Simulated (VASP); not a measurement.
Input of a VASP 6.6.1 run:

File POSCAR:

```
CdF2
1.0
    0.0000000000      2.6940000000      2.6940000000
    2.6940000000      0.0000000000      2.6940000000
    2.6940000000      2.6940000000      0.0000000000
Cd F
1 2
Direct
    0.0000000000      0.0000000000      0.0000000000
    0.7500000000      0.7500000000      0.7500000000
    0.2500000000      0.2500000000      0.2500000000
```

INCAR.step1

```
PREC = Accurate
ENCUT = 500
EDIFF = 1E-8
ISMEAR = 0
SIGMA = 0.01
LREAL = F
LASPH = T
NELM = 60
ALGO = Normal
LWAVE = T
LCHARG = F
GGA = PE
KPAR = 4
```

File INCAR.step2:

```
PREC = Accurate
ENCUT = 500
EDIFF = 1E-8
ISMEAR = 0
SIGMA = 0.01
LREAL = F
LASPH = T
NELM = 1
ALGO = Exact
LWAVE = T
LCHARG = F
GGA = PE
NBANDS = 264
LOPTICS = T
ISTART = 1
KPAR = 4
```

File INCAR.step3:

```
PREC = Accurate
ENCUT = 500
EDIFF = 1E-8
ISMEAR = 0
SIGMA = 0.01
LREAL = F
LASPH = T
ALGO = EVGW0
LWAVE = F
LCHARG = F
GGA = PE
NELMGW = 1
NBANDS = 264
ENCUTGW = 200
NOMEGA = 50
PRECFOCK = Fast
ISTART = 1
NBANDSGW = 21
KPAR = 4
```

The input KPOINTS:

```
regular mesh
0
Gamma
  4 4 4
```

Potentials or basis: VASP PAW PBE potentials, release 64 (Cd_GW, F_GW).

Run with:

```bash
$ cat potpaw_PBE.64/Cd_GW/POTCAR potpaw_PBE.64/F_GW/POTCAR > POTCAR
$ cp INCAR.step1 INCAR
$ mpirun -np 4 vasp_std > vasp.out
$ cp INCAR.step2 INCAR
$ mpirun -np 4 vasp_std > vasp.out
$ cp INCAR.step3 INCAR
$ mpirun -np 4 vasp_std > vasp.out
```

(1) What does it give for the quasiparticle gap?

(2) Estimate the least direct quasiparticle gap.

(3) Predict the band gap on the k mesh, mean-field level.

## Answers

(1) 5.46 eV.

(2) 6.33 eV.

(3) 3.09 eV, indirect (least direct gap 3.58 eV).

Caveat: the k mesh is coarse (spacing up to 0.50 Å⁻¹), so the values aren't converged; bands, screening cutoff and mesh are small and nothing is extrapolated, so the quasiparticle values aren't converged.
